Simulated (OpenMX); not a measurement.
Write the native input for OpenMX 3.8.5 that does the following.

- Task: single point
- Functional: PBE
- Potentials or basis: OpenMX 2013 PBE set, Sc7.0-s3p2d2, grid cutoff 350 Ry
- k mesh: 11 × 11 × 11
- Occupations: fermi-dirac, width 0.05 eV
- Spin: no spin polarisation
- Mixing scheme: rmm-diisk
- SCF threshold: 1e-08 Ha
- Solver: band
- Max SCF cycles: 100

Sc:

```
Sc
1.0
    -2.00168    1.96521    1.81529
     1.91710   -1.89426    1.64167
     1.93748    1.83005   -1.73609
Sc
1
Direct
  0.00306 0.00531 0.99425
```

The cell isn't the ideal one: cell strained at random at fixed volume.

One way to write it, as run:

Sc.dat

```
System.CurrrentDirectory             ./
System.Name                          Sc
DATA.PATH                            ./DFT_DATA13
level.of.stdout                      1
level.of.fileout                     0
Species.Number                       1
<Definition.of.Atomic.Species
  Sc  Sc7.0-s3p2d2           Sc_PBE13
Definition.of.Atomic.Species>

Atoms.Number                         1
Atoms.SpeciesAndCoordinates.Unit     FRAC
<Atoms.SpeciesAndCoordinates
    1  Sc    0.0030600000    0.0053100000   -0.0057490000   5.500  5.500
Atoms.SpeciesAndCoordinates>

Atoms.UnitVectors.Unit               Ang
<Atoms.UnitVectors
    -2.0016830000    1.9652080000    1.8152850000
     1.9170970000   -1.8942550000    1.6416690000
     1.9374800000    1.8300520000   -1.7360850000
Atoms.UnitVectors>

scf.XcType                           GGA-PBE
scf.SpinPolarization                 off
scf.ElectronicTemperature            580.226
scf.energycutoff                     350.0
scf.maxIter                          100
scf.EigenvalueSolver                 band
scf.Kgrid                            11 11 11
scf.Mixing.Type                      rmm-diisk
scf.Init.Mixing.Weight               0.05
scf.Min.Mixing.Weight                0.001
scf.Max.Mixing.Weight                0.3
scf.Mixing.History                   25
scf.Mixing.StartPulay                8
scf.criterion                        1.0e-8
scf.stress.tensor                    on
MD.Type                              nomd
```

Potentials or basis: OpenMX 2013 PBE set, Sc7.0-s3p2d2, grid cutoff 350 Ry.

Command:

```sh
$ openmx Sc.dat -nt 1 > Sc.std
```

Results of the run:

```yaml
Pressure: -0.7 GPa
Band_gap_on_the_k_mesh: none (metal or under the smearing width)
```

Caveat: the basis of atomic orbitals isn't converged, which shifts pressures, moduli and gaps.

Wall time 30 s on 1 thread of Arm Neoverse V1, on a shared host, peak memory 0.35 GiB.
